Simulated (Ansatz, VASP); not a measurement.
## Two plane-wave programs on Ag

```
Ag
1.0
     2.68556    0.00000    0.00000
     0.00000    2.68556    0.00000
     0.00000    0.00000    2.68556
Ag
1
Direct
  0.00000 0.00000 0.00000
```

Alike in both runs: functional PBEsol; k mesh 12 × 12 × 12; occupations fermi-dirac, width 0.1 eV; no spin polarisation.

Ansatz relaxed the structure, and its values are those at the end. VASP's run is a single point on that final structure, the one shown.

```csv
,VASP,Ansatz
version,VASP 6.6.1,Ansatz 0.2.0
potentials or method,"VASP PAW PBE potentials, release 64 (Ag)","plane waves (420 eV) with PAW, scalar-relativistic"
plane-wave cutoff (eV),520,420
valence electrons in the cell,11,19
```

```csv
,VASP,Ansatz,Ansatz less VASP
pressure (GPa),-0.2,0.0,+0.18
```

With one functional, cell and mesh, what is left measures potentials, basis and numerics. The two sets of potentials don't hold the same shells in valence. Ansatz warned: «pseudo_functional_mismatch».

Caveats: the PAW data sets were made with another functional, which shifts forces and pressure a little (VASP).
